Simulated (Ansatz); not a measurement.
# GaAs (F-43m) in Ansatz: further runs

The runs below take GaAs through elastic constants, Born charges and dielectric tensor, with PBEsol.

All numbers are computed with Ansatz 0.2.0; they aren't measurements. Logs are shortened: lines on timing, memory, paths and dates and some standing lists are left out, and cuts for length are marked.

**Measured values to compare with.**

“Evidence of valence band perturbations in GaAsN/GaAs(001): A combined variable-angle spectroscopic ellipsometry and modulated photoreflectance investigation”, 2008, arxiv:0805.2212 reports, for a bulk crystal of GaAs at 300 K: band gap 1.412 ± 0.01 eV (direct); band gap 1.418 ± 0.005 eV (direct).

From a printed reference work, textbook, for a bulk crystal of GaAs at 300 K: high-frequency dielectric constant 10.89.

The runs below are set against these values where they give the same quantity.

**1. Starting point**

Symmetry: F-43m, No. 216, cubic system. Conventional cell: a = 5.654 Å, b = 5.654 Å, c = 5.654 Å, α = 90.00°, β = 90.00°, γ = 90.00°. Around As (site symmetry -43m) lie 4 Ga at 2.45 Å. Around Ga (site symmetry -43m) lie 4 As at 2.45 Å.

**2. Elastic constants, PBEsol**

The input, input.yaml:

```yaml
crystal:
  lattice:
    - [0.0, 2.82685, 2.82685]
    - [2.82685, 0.0, 2.82685]
    - [2.82685, 2.82685, 0.0]
  atoms:
    - { symbol: As, position: [0.75, 0.75, 0.75] }
    - { symbol: Ga, position: [0.0, 0.0, 0.0] }
hamiltonian:
  xc: pbesol
  pseudopotentials: { kind: paw }
kpoints:
  mp_grid: { grid: [6, 6, 6] }
scf:
  occupations: { method: fixed }
output:
  forces: true
  stress: true
elastic:
  mode: relaxed_ion
  stencil: two_point
```

Potentials or basis: Ansatz PAW.

Command:

```bash
$ ansatz run input.yaml --threads 2 --pin off --max-ram 5632MiB --backend cpu --events-out ev --progress --plain --runs-dir out
```

The log of the run:

```text
Warning: RAYON_NUM_THREADS=2 ignored (pool sized by the plan → 2); use --threads N
Engine: ansatz 0.2.0, aarch64-unknown-linux-gnu
Pseudopotentials: kind: paw
Pseudopotential: As, paw, valence charge 15, recommended cutoff 420 eV (normal), As.paw.azcp
Pseudopotential: Ga, paw, valence charge 13, recommended cutoff 420 eV (normal), Ga.paw.azcp
Functional definition: PBEsol
  exchange = pbesol_x
  correlation = pbesol_c
Crystal: 2 atoms, lattice volume = 45.179 Å³
Basis set: ecut = 420 eV, 893 PW (Γ), exchange–correlation on 54×54×54 points (8 copies of the dense FFT grid, shifted against one another)
Bands: 18, of which v1, the nominal top of the filled ones, is band 14 counted from 1 (13 counted from 0)
Symmetry: 24 space group operations
Space group: F-43m (ITA 216), of the structure as read, at distance tolerance 3.6e-5 Å
k-points: 16 of 216 (time reversal used)
Non-local potential: As, projectors of the file, l = 0: 2, l = 1: 2, l = 2: 3, l = 3: 1
Non-local potential: Ga, projectors of the file, l = 0: 2, l = 1: 2, l = 2: 3, l = 3: 1
PAW form: soft (Blöchl's): semilocal exchange-correlation on the pseudo side does not see the compensation charge
PAW frozen core: As, regenerated for the run's functional, and the local potential with it (the file was generated under x = pbe(κ = 0.804, μ = 0.2195149727645171), c = pbe(β = 0.06672455060314922))
PAW frozen core: Ga, regenerated for the run's functional, and the local potential with it (the file was generated under x = pbe(κ = 0.804, μ = 0.2195149727645171), c = pbe(β = 0.06672455060314922))
PAW one-centre angular grid: As, 590 points (default); XC on 64 Gauss nodes
PAW one-centre angular grid: Ga, 590 points (default); XC on 64 Gauss nodes
Initial density: superposition of atomic densities (neutral atoms: chi_scale 0, normalization atom), corrected by the library's trained network
Initial wavefunctions: pseudopotential atomic-orbital guess
Functional: x = pbesol(κ = 0.804, μ = 0.12345679012345678), c = pbesol(β = 0.046)
SCF iter   1: F=—  HF=-8556.836181 eV  |F-HF|=—  |Δ(HF+E_count)|=         —  Δρ=2.78e-3  dr2=5.80e-3  ethr=1.77e-3  ⟨swp⟩=4.6  Hψ=1195  notcnv=0  defer=23
preconditioner: auto → none  [insulator: Δε(μ)=0.429 eV  Ē_g=15.398 eV  n_scr=14 (ndim 8)  ℏωp=23.4 eV  f_vac=0.086  ε∞_Penn≈3.3]
SCF iter   2: F=—  HF=-8556.833460 eV  |F-HF|=—  |Δ(HF+E_count)|=   2.72e-3  Δρ=9.98e-4  dr2=4.55e-4  ethr=2.07e-5  ⟨swp⟩=2.6  Hψ=600  notcnv=0  defer=27
SCF iter   3: F=—  HF=-8556.833487 eV  |F-HF|=—  |Δ(HF+E_count)|=   2.67e-5  Δρ=3.81e-4  dr2=6.81e-5  ethr=1.62e-6  ⟨swp⟩=2.0  Hψ=469  notcnv=0  defer=27
SCF iter   4: F=—  HF=-8556.833487 eV  |F-HF|=—  |Δ(HF+E_count)|=   3.46e-7  Δρ=1.83e-4  dr2=9.83e-6  ethr=2.43e-7  ⟨swp⟩=2.0  Hψ=437  notcnv=0  defer=22
SCF iter   5: F=—  HF=-8556.833487 eV  |F-HF|=—  |Δ(HF+E_count)|=   1.24e-7  Δρ=3.52e-5  dr2=3.02e-7  ethr=3.51e-8  ⟨swp⟩=2.0  Hψ=432  notcnv=0
SCF iter   6: F=—  HF=-8556.833492 eV  |F-HF|=—  |Δ(HF+E_count)|=   5.06e-6  Δρ=2.05e-6  dr2=1.34e-9  ethr=1.08e-9  ⟨swp⟩=2.0  Hψ=342  notcnv=0
SCF iter   7: F=—  HF=-8556.833492 eV  |F-HF|=—  |Δ(HF+E_count)|=   1.73e-9  Δρ=4.67e-7  dr2=5.03e-11  ethr=4.77e-12  ⟨swp⟩=2.0  Hψ=443  notcnv=0
SCF iter   8: F=—  HF=-8556.833492 eV  |F-HF|=—  |Δ(HF+E_count)|=  3.64e-12  Δρ=5.06e-8  dr2=6.10e-13  ethr=1.80e-13 (applied; sched 1.00e-12)  ⟨swp⟩=2.0  Hψ=512  notcnv=0
SCF iter   9: F=-8556.833492 eV  HF=-8556.833492 eV  |F-HF|=0.00e0  |Δ(HF+E_count)|=  1.82e-12  Δρ=1.24e-8  dr2=3.62e-14  ethr=1.00e-12  ⟨swp⟩=5.8  Hψ=1305  notcnv=0
SCF 1 converged in 9 iterations: F = -8556.833492 eV  dr2 = 3.62e-14
Crystal: 2 atoms, lattice volume = 45.089 Å³
Symmetry: 8 space group operations
k-points: 30 of 216 (time reversal used)
Initial density: handed on by an earlier stage of this run
Initial wavefunctions: those handed on with the density
iter 1 solved again at ethr=2.11e-8 eV; its pass at ethr=3.10e-3 eV (dr2=5.91e-6 eV) is discarded
SCF iter   1: F=—  HF=-8556.833328 eV  |F-HF|=—  |Δ(HF+E_count)|=         —  Δρ=1.11e-4  dr2=5.32e-6  ethr=2.11e-8  ⟨swp⟩=2.5  Hψ=2748  notcnv=0  defer=36
preconditioner: auto → none  [insulator: Δε(μ)=0.446 eV  Ē_g=15.432 eV  n_scr=14 (ndim 8)  ℏωp=23.5 eV  f_vac=0.071  ε∞_Penn≈3.3]
SCF iter   2: F=—  HF=-8556.833323 eV  |F-HF|=—  |Δ(HF+E_count)|=   4.64e-6  Δρ=5.27e-5  dr2=9.74e-7  ethr=1.90e-8  ⟨swp⟩=1.1  Hψ=544  notcnv=0  defer=4
SCF iter   3: F=—  HF=-8556.833327 eV  |F-HF|=—  |Δ(HF+E_count)|=   3.59e-6  Δρ=8.89e-6  dr2=4.69e-8  ethr=3.48e-9  ⟨swp⟩=2.8  Hψ=937  notcnv=0
SCF iter   4: F=—  HF=-8556.833327 eV  |F-HF|=—  |Δ(HF+E_count)|=   2.11e-8  Δρ=2.76e-6  dr2=1.89e-9  ethr=1.67e-10  ⟨swp⟩=2.0  Hψ=960  notcnv=0
SCF iter   5: F=—  HF=-8556.833327 eV  |F-HF|=—  |Δ(HF+E_count)|=   1.13e-9  Δρ=9.19e-7  dr2=2.50e-10  ethr=6.74e-12  ⟨swp⟩=2.0  Hψ=810  notcnv=0
SCF iter   6: F=—  HF=-8556.833327 eV  |F-HF|=—  |Δ(HF+E_count)|=  1.46e-10  Δρ=2.02e-7  dr2=1.21e-11  ethr=8.94e-13 (applied; sched 1.00e-12)  ⟨swp⟩=2.0  Hψ=810  notcnv=0
SCF iter   7: F=—  HF=-8556.833327 eV  |F-HF|=—  |Δ(HF+E_count)|=  7.28e-12  Δρ=3.88e-8  dr2=4.17e-13  ethr=4.32e-14 (applied; sched 1.00e-12)  ⟨swp⟩=2.0  Hψ=808  notcnv=0
SCF iter   8: F=-8556.833327 eV  HF=-8556.833327 eV  |F-HF|=0.00e0  |Δ(HF+E_count)|=  1.82e-12  Δρ=4.08e-9  dr2=3.83e-15  ethr=1.00e-12  ⟨swp⟩=4.0  Hψ=1839  notcnv=0
SCF 2 converged in 8 iterations: F = -8556.833327 eV  dr2 = 3.83e-15
Crystal: 2 atoms, lattice volume = 45.270 Å³
iter 1 solved again at ethr=6.75e-10 eV; its pass at ethr=3.10e-3 eV (dr2=1.89e-7 eV) is discarded
SCF iter   1: F=—  HF=-8556.833438 eV  |F-HF|=—  |Δ(HF+E_count)|=         —  Δρ=1.41e-4  dr2=1.89e-7  ethr=6.75e-10  ⟨swp⟩=1.7  Hψ=2461  notcnv=0  defer=33
preconditioner: auto → none  [insulator: Δε(μ)=0.420 eV  Ē_g=15.413 eV  n_scr=14 (ndim 8)  ℏωp=23.4 eV  f_vac=0.073  ε∞_Penn≈3.3]
SCF iter   2: F=—  HF=-8556.833499 eV  |F-HF|=—  |Δ(HF+E_count)|=   6.09e-5  Δρ=7.06e-5  dr2=4.74e-8  ethr=6.74e-10  ⟨swp⟩=2.0  Hψ=610  notcnv=0  defer=33
SCF iter   3: F=—  HF=-8556.833519 eV  |F-HF|=—  |Δ(HF+E_count)|=   2.07e-5  Δρ=2.83e-6  dr2=1.53e-9  ethr=1.69e-10  ⟨swp⟩=2.1  Hψ=630  notcnv=0  defer=33
[... 17 lines left out ...]
SCF iter   8: F=—  HF=-8556.833443 eV  |F-HF|=—  |Δ(HF+E_count)|=  1.46e-11  Δρ=1.41e-7  dr2=4.65e-12  ethr=2.54e-13 (applied; sched 1.00e-12)  ⟨swp⟩=2.0  Hψ=1242  notcnv=0
SCF iter   9: F=—  HF=-8556.833443 eV  |F-HF|=—  |Δ(HF+E_count)|=    0.00e0  Δρ=2.47e-8  dr2=1.21e-13  ethr=1.66e-14 (applied; sched 1.00e-12)  ⟨swp⟩=2.0  Hψ=1427  notcnv=0
SCF iter  10: F=-8556.833443 eV  HF=-8556.833443 eV  |F-HF|=1.82e-12  |Δ(HF+E_count)|=  1.82e-12  Δρ=4.24e-9  dr2=4.53e-15  ethr=1.00e-12  ⟨swp⟩=4.0  Hψ=2835  notcnv=0
SCF 4 converged in 10 iterations: F = -8556.833443 eV  dr2 = 4.53e-15
relax step   1: F+E_penalty+E_count = -8556.83344274 eV  Δ(F+E_penalty+E_count) = +0.000e0 eV  max|allowed force component| = 1.434e-2 eV/Å  Δτ_max = 0.0000 Å  (10 SCF iters, accepted)
iter 1 solved again at ethr=2.51e-9 eV; its pass at ethr=3.10e-3 eV (dr2=7.01e-7 eV) is discarded
SCF iter   1: F=—  HF=-8556.833454 eV  |F-HF|=—  |Δ(HF+E_count)|=         —  Δρ=6.61e-5  dr2=7.01e-7  ethr=2.51e-9  ⟨swp⟩=2.0  Hψ=3603  notcnv=0
preconditioner: auto → none  [insulator: Δε(μ)=0.432 eV  Ē_g=15.422 eV  n_scr=14 (ndim 8)  ℏωp=23.4 eV  f_vac=0.072  ε∞_Penn≈3.3]
[... 35 lines left out ...]
iter 1 solved again at ethr=4.10e-9 eV; its pass at ethr=3.10e-3 eV (dr2=1.15e-6 eV) is discarded
SCF iter   1: F=—  HF=-8556.833455 eV  |F-HF|=—  |Δ(HF+E_count)|=         —  Δρ=8.46e-5  dr2=1.15e-6  ethr=4.10e-9  ⟨swp⟩=2.0  Hψ=3603  notcnv=0
SCF iter   2: F=—  HF=-8556.833454 eV  |F-HF|=—  |Δ(HF+E_count)|=   1.02e-6  Δρ=3.65e-5  dr2=2.06e-7  ethr=4.10e-9  ⟨swp⟩=2.0  Hψ=1125  notcnv=0
SCF iter   3: F=—  HF=-8556.833454 eV  |F-HF|=—  |Δ(HF+E_count)|=  1.71e-10  Δρ=3.05e-6  dr2=1.50e-9  ethr=7.34e-10  ⟨swp⟩=2.3  Hψ=1134  notcnv=0
SCF iter   4: F=—  HF=-8556.833454 eV  |F-HF|=—  |Δ(HF+E_count)|=   1.75e-9  Δρ=7.11e-7  dr2=1.20e-10  ethr=5.35e-12  ⟨swp⟩=2.0  Hψ=1274  notcnv=0
SCF iter   5: F=—  HF=-8556.833454 eV  |F-HF|=—  |Δ(HF+E_count)|=  6.37e-11  Δρ=1.95e-7  dr2=1.62e-11  ethr=4.27e-13 (applied; sched 1.00e-12)  ⟨swp⟩=2.0  Hψ=1242  notcnv=0
SCF iter   6: F=—  HF=-8556.833454 eV  |F-HF|=—  |Δ(HF+E_count)|=  9.09e-12  Δρ=6.25e-8  dr2=1.24e-12  ethr=5.79e-14 (applied; sched 1.00e-12)  ⟨swp⟩=2.0  Hψ=1252  notcnv=0
SCF iter   7: F=-8556.833454 eV  HF=-8556.833454 eV  |F-HF|=1.82e-12  |Δ(HF+E_count)|=    0.00e0  Δρ=1.37e-8  dr2=4.21e-14  ethr=1.00e-12  ⟨swp⟩=4.1  Hψ=2951  notcnv=0
SCF 9 converged in 7 iterations: F = -8556.833454 eV  dr2 = 4.21e-14
relax step   2: F+E_penalty+E_count = -8556.83345384 eV  Δ(F+E_penalty+E_count) = -1.110e-5 eV  max|allowed force component| = 3.716e-8 eV/Å  Δτ_max = 0.0008 Å  (7 SCF iters, accepted)
iter 1 solved again at ethr=1.00e-12 eV; its pass at ethr=3.10e-3 eV (dr2=2.33e-13 eV) is discarded
SCF iter   1: F=—  HF=-8556.833455 eV  |F-HF|=—  |Δ(HF+E_count)|=         —  Δρ=4.93e-8  dr2=2.47e-13  ethr=1.00e-12  ⟨swp⟩=2.3  Hψ=3730  notcnv=0
SCF iter   2: F=—  HF=-8556.833454 eV  |F-HF|=—  |Δ(HF+E_count)|=   8.16e-7  Δρ=3.13e-8  dr2=1.27e-13  ethr=8.82e-16 (applied; sched 1.00e-12)  ⟨swp⟩=3.0  Hψ=1886  notcnv=0
SCF iter   3: F=-8556.833454 eV  HF=-8556.833454 eV  |F-HF|=0.00e0  |Δ(HF+E_count)|=    0.00e0  Δρ=1.82e-8  dr2=3.63e-14  ethr=1.00e-12  ⟨swp⟩=4.0  Hψ=2604  notcnv=0
SCF 10 converged in 3 iterations: F = -8556.833454 eV  dr2 = 3.63e-14
SCF converged after 9 iterations
Free energy (F): -8556.833492 eV
Harris-Foulkes:  -8556.833492 eV  (|F-HF|=0.00e0)
Internal energy: -8556.833492 eV  (E = F + TS)
E sigma→0 (E₀):  -8556.833492 eV
Fermi energy:    8.059278 eV
--- Per-component energies (eV) ---
  E_band       = -315.992024
  E_kinetic    = 219.492983
  E_local      = -3919.196215  (includes V_loc(G=0)·N_el)
  E_nonlocal   = -242.187593
  E_hartree    = 1972.082640
  E_xc         = -147.228216
  E_vxc        = -137.423352  (∫ρ·V_xc dr)
  E_paw        = -3742.898571  (= ΣΔE_a)
  E_vpaw       = -180.842992  (= ΣTr[D̂ρ^β])
  E_aug_tail   = -0.000140  (compensation charges beyond the density's cutoff)
  E_ewald      = -2698.727786
  E_core_change = 1.829407  (= ΣΔE_core)
  E_smearing   = -0.000000  (= −TS)
  E_closure    = 0.000000  (closes the sum)
  Σ components = -8556.833492   (vs F -8556.833492, Δ=0.00e0)
--- Forces (eV/Å), atoms counted from 1 ---
  atom   1  As     0.00000000    -0.00000000    -0.00000000
  atom   2  Ga    -0.00000000     0.00000000     0.00000000
  max |Σ_I F_I| component: 1.76e-16 eV/Å
--- Stress (GPa, compression-positive) ---
        0.170549      -0.000000      -0.000000
        0.000000       0.170549       0.000000
       -0.000000       0.000000       0.170549
  P = ⅓ Tr σ = 0.1705 GPa (1.705 kbar)
--- Band table (eV; the first three rows and the last of 16) ---
  k-point 0: bands = ["-27.0997", "-27.0997", "-27.0997", "-27.0897", "-27.0897", "-6.7373", "-6.7373", "-6.7373", "-6.6582", "-6.6582", "-4.6940", "8.0593", "8.0593", "8.0593", "8.4978", "11.7525", "11.7525", "11.7525"]
  k-point 1: bands = ["-27.0996", "-27.0994", "-27.0994", "-27.0896", "-27.0896", "-6.7604", "-6.7313", "-6.7313", "-6.6585", "-6.6585", "-4.3723", "5.3193", "7.6758", "7.6758", "9.6312", "12.3015", "12.3015", "12.6725"]
  k-point 2: bands = ["-27.0995", "-27.0990", "-27.0990", "-27.0895", "-27.0895", "-6.8006", "-6.7214", "-6.7214", "-6.6567", "-6.6567", "-3.5413", "2.6488", "7.1278", "7.1278", "9.2020", "12.7123", "12.7123", "15.2014"]
  k-point 15: bands = ["-27.0999", "-27.0985", "-27.0978", "-27.0899", "-27.0889", "-6.8410", "-6.7008", "-6.6922", "-6.6732", "-6.6516", "-2.1361", "1.3541", "4.6827", "4.8244", "11.2402", "11.4539", "15.1030", "15.4045"]
--- Elastic constants: 2 strain directions × 2 members + reference (group order 24) ---
  dense FFT box of the reference and of every strained cell: 27×27×27
  strains applied: 11, 23; error gains: componentwise 1.00 (the most a stress slope's error grows in a printed constant), spectral 1.73 (1 for all six strains in a standard setting)
  C = ∂σ_k/∂η_j (tension-positive GPa; Voigt order 11 22 33 23 13 12):
       111.661     50.128     50.128      0.000      0.000     -0.000
        50.128    111.661     50.128      0.000      0.000     -0.000
        50.128     50.128    111.661      0.000      0.000     -0.000
        -0.000     -0.000      0.000     55.053      0.000      0.000
        -0.000     -0.000      0.000     -0.000     55.053      0.000
         0.000     -0.000      0.000     -0.000      0.000     55.053
  reference stress σ⁰ (GPa):     -0.171     -0.171     -0.171     -0.000      0.000      0.000
  C* (energy form; C + prestress term) asymmetry max|C*_kj − C*_jk| = 2.132e-14 GPa — a small one proves nothing (zero by symmetry where the batch's group is 432, −43m or m−3m); a large one is finite-difference/SCF noise where every solve meets its electron count
  moduli (Voigt/Reuss/Hill, GPa): K = 70.64/70.64/70.64   G = 45.34/41.84/43.59   E = 108.46   ν = 0.244
  mechanically stable: yes (min eigenvalue of sym C = 55.05 GPa)
  strain η (Voigt 11):  stress-route row diagonal C_11 = 111.66 GPa, energy-path curvature d²(F+E_count+ΔE)/dδ²/Ω₀ = 111.50 GPa
         δ    σ_11 (GPa)             F (eV)   n_scf  n_hpsi   n_pw
    -2.000e-3      -0.3948       -8556.8333266       8    9757    899   relax 0 steps, max|allowed force component| 2.17e-19 eV/Å
     2.000e-3       0.0518       -8556.8335194       7    8550    901   relax 0 steps, max|allowed force component| 0.00e0 eV/Å
  strain η (Voigt 23):  stress-route row diagonal C_44 = 55.05 GPa, energy-path curvature d²(F+E_count+ΔE)/dδ²/Ω₀ = 55.26 GPa
         δ    σ_23 (GPa)             F (eV)   n_scf  n_hpsi   n_pw
    -2.000e-3      -0.1101       -8556.8334538       3    8686    899   relax 3 steps, max|allowed force component| 6.62e-9 eV/Å
     2.000e-3       0.1101       -8556.8334538       3    8673    899   relax 2 steps, max|allowed force component| 3.72e-8 eV/Å
```

It took 15 s on 2 threads of Arm Neoverse V1, shared host; peak memory 0.37 GiB.

Results:

```
Free energy                     : -8556.8335 eV
Pressure                        : 0.2 GPa
Band gap on the k mesh          : 0.44 eV, direct
Elastic constants C11, C12, C44 : 112, 50, 55 GPa
Voigt bulk modulus              : 71 GPa
```

Elastic tensor in Voigt notation (GPa, in the Cartesian axes of the cell as first typed):
```
112  50  50   0   0   0
 50 112  50   0   0   0
 50  50 112   0   0   0
  0   0   0  55   0   0
  0   0   0   0  55   0
  0   0   0   0   0  55
```

Caveat: the PAW data sets come from PBE, with cores solved anew for the run's functional, which leaves a small shift of forces and pressure.

[end of part 1 of 2]
